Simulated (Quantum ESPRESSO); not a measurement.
ZrSe2:

```
Zr Se
1.0
     3.79800    0.00000    0.00000
    -1.89900    3.28916    0.00000
     0.00000    0.00000    6.19200
Zr Se
1 2
Direct
  0.00000 0.00000 0.00000
  0.66667 0.33333 0.75000
  0.33333 0.66667 0.25000
```

Program: Quantum ESPRESSO 7.5. Alike in all runs: task single point; level PBEsol+U; potentials or basis SSSP 1.3 efficiency PBE; no spin polarisation; cell as given; k mesh 8 × 8 × 5; cutoff (eV) 748; smearing fermi-dirac 0.05 eV.

Problem. Order these runs on this cell by their band gap on the k mesh, lowest first.
A. U Zr d U = 1 eV
B. U Zr d U = 2 eV
C. U Zr d U = 8 eV
D. U Zr d U = 3 eV
E. U Zr d U = 5 eV

Solution. A (0.49 eV), B (0.64 eV), D (0.82 eV), E (1.27 eV), C (2.18 eV).

Caveats: an odd mesh through Γ misses points on the zone boundary, where band edges often lie.

Runs at the PBE level aren't shown here.
